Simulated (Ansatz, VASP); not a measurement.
# Two plane-wave programs on SnSe2

```
CELL_PARAMETERS angstrom
3.83973 0.00000 0.00000
-1.91987 3.32530 0.00000
0.00000 0.00000 6.00978
ATOMIC_POSITIONS crystal
Sn 0.00000 0.00000 0.00000
Se 0.33333 0.66667 0.26518
Se 0.66667 0.33333 0.73482
```

Alike in both runs: functional PBE; dispersion D3(BJ); k mesh 12 × 12 × 6; no spin polarisation.

Ansatz relaxed the structure, and its values are those at the end. VASP's run is a single point on that final structure, the one shown.

|  | VASP | Ansatz |
| --- | --- | --- |
| version | VASP 6.6.1 | Ansatz 0.2.0 |
| potentials or method | VASP PAW PBE potentials, release 64 (Sn_d, Se) | scalar-relativistic, plane waves, PAW |
| plane-wave cutoff (eV) | 520 | 420 |
| occupations | gaussian, width 0.01 eV | fixed |
| valence electrons in the cell | 26 | 46 |

Ansatz gave:

| Property | Result |
| --- | --- |
| gap on the k mesh at the Fermi level (eV) | 0.35 |
| least direct gap on the mesh (eV) | 0.83 |
| pressure (GPa) | 0.0 |
| rms of the force components (eV/Å) | 0.000 |

Which values does VASP return?

gap on the k mesh at the Fermi level (eV): 0.34; least direct gap on the mesh (eV): 0.81; pressure (GPa): 0.1; rms of the force components (eV/Å): 0.007.

The two sets of potentials don't hold the same shells in valence.

Caveats: spin-orbit coupling is left out, which moves the levels of the heavy elements.
